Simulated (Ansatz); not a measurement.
# Squeezing and stretching AlN

Reference cell: an entry of the Crystallography Open Database (COD), whose atoms a relaxation with PBE at fixed cell left in place.

```cif
data_structure
_symmetry_space_group_name_H-M 'P 1'
_symmetry_Int_Tables_number 1
_cell_length_a 3.1100
_cell_length_b 3.1100
_cell_length_c 4.9800
_cell_angle_alpha 90.000
_cell_angle_beta 90.000
_cell_angle_gamma 120.000
_cell_volume 41.71
loop_
_atom_site_label
_atom_site_type_symbol
_atom_site_fract_x
_atom_site_fract_y
_atom_site_fract_z
_atom_site_occupancy
Al1 Al 0.66667 0.33333 0.00000 1
Al2 Al 0.33333 0.66667 0.50000 1
N3 N 0.66667 0.33333 0.38200 1
N4 N 0.33333 0.66667 0.88200 1
```

Sites (sets of like atoms) are named by element and the number of their first atom in this list.

All values are calculated (Ansatz; DFT, PBE, plane waves and PAW, scalar-relativistic, 420 eV cutoff, Γ-centred 11×11×6 k-points, Fermi–Dirac smearing 0.02 eV), not measured.

The cell is scaled uniformly, and the ions relax again at each size.

| V/V₀ | pressure (GPa) | gap on the k-mesh (eV) |
| --- | --- | --- |
| 0.94 | 18.7 | 4.76 |
| 0.96 | ? | ? |
| 0.98 | 8.5 | 4.38 |
| 1.00 | 4.1 | 4.20 |
| 1.02 | 0.1 | 4.03 |
| 1.04 | -3.5 | 3.86 |
| 1.06 | -6.8 | 3.71 |

**Question.** Estimate the row at V/V₀ = 0.96 and the bulk modulus.

**Answer.** pressure (GPa): 13.4; gap on the k-mesh (eV): 4.57. Worked: a parabola in ln(V/V₀) through the other 6 rows gives 13.4 GPa there. It crosses zero pressure at V/V₀ = 1.021, the equilibrium volume of this functional, where the bulk modulus is B = −dP/d ln V = 194 GPa. The shape of the cell is held, so in this non-cubic crystal both values are those of uniform scaling, and B is an upper bound to the hydrostatic one. The gap falls as the cell grows, by 0.087 eV per per cent of volume.

PBE gaps are too small, by a third to a half in many semiconductors; their changes with volume are better.
